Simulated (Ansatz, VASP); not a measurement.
NaF in VASP and in Ansatz

```xyz
2
Lattice="0.0000 2.3387 2.3387 2.3387 0.0000 2.3387 2.3387 2.3387 0.0000" Properties=species:S:1:pos:R:3 pbc="T T T"
Na    0.0000    0.0000    0.0000
F     2.3387    2.3387    2.3387
```

Change from the starting cell: volume scaled by 1.02, crystal datasets.

Alike in both runs: task electric field gradients; functional LDA; k mesh 10 × 10 × 10; occupations fermi-dirac, width 0.02 eV; no spin polarisation.

```csv
,VASP,Ansatz
version,VASP 6.6.1,Ansatz 0.2.0
potentials or method,"VASP PAW LDA potentials, release 64 (Na_pv, F), cutoff 520 eV","all-electron PAW with datasets made for the crystal, scalar-relativistic"
```

|  | VASP | Ansatz | Ansatz less VASP |
| --- | --- | --- | --- |
| gap on the k mesh at the Fermi level (eV) | 5.81 | 5.82 | +0.010 |
| pressure (GPa) | -5.4 | -5.3 | +0.12 |
| Vzz of the field gradient on the site that differs most (V/Å²) | 0.0 | 0.0 | 0.00 |

Ansatz ran all-electron here, so the differences hold the error of VASP's frozen core and of both bases.

A k mesh can miss the band edges.
